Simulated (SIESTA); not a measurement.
**Y: equation of state with LDA**

Y:

```
CELL_PARAMETERS angstrom
3.64254 0.00000 0.00000
-1.82127 3.15454 0.00000
0.00000 0.00000 11.84413
ATOMIC_POSITIONS crystal
Y 0.66667 0.33333 0.75000
Y 0.00000 0.00000 0.50000
Y 0.33333 0.66667 0.25000
Y 0.00000 0.00000 0.00000
```

```
Program             : SIESTA 5.4.2
Task                : equation of state
Functional          : LDA
Potentials or basis : PseudoDojo 0.4 standard (LDA files)
Basis               : DZP (energy shift 0.003 Ry; two zetas on semicore shells)
Grid cutoff         : 800 Ry
Energy shift        : 0.003 Ry
k mesh              : 8 × 8 × 3
Occupations         : fermi-dirac, width 0.05 eV
Spin                : no spin polarisation
```

```json
{
  "Equilibrium volume": "29.61 Å³/atom (rough: see the caveat)",
  "Bulk modulus at fixed shape and positions": "45 GPa (rough)"
}
```

Energy against volume, from the lowest point:
| volume (Å³/atom) | energy (meV/atom) |
| --- | --- |
| 31.982 | 0.00 |
| 32.663 | 14.66 |
| 33.343 | 32.24 |
| 34.024 | 52.48 |
| 34.704 | 75.14 |
| 35.385 | 100.01 |
| 36.065 | 126.90 |

All runs of the series together: 15 min on 1 thread of Arm Neoverse V2 (shared host).

Caveat: the minimum lies outside the volumes run; the cell was scaled at fixed shape and fractional positions, which overstates the stiffness of a crystal with free parameters, most of all of layers and chains; the basis of atomic orbitals isn't converged, which shifts pressures, moduli and gaps.
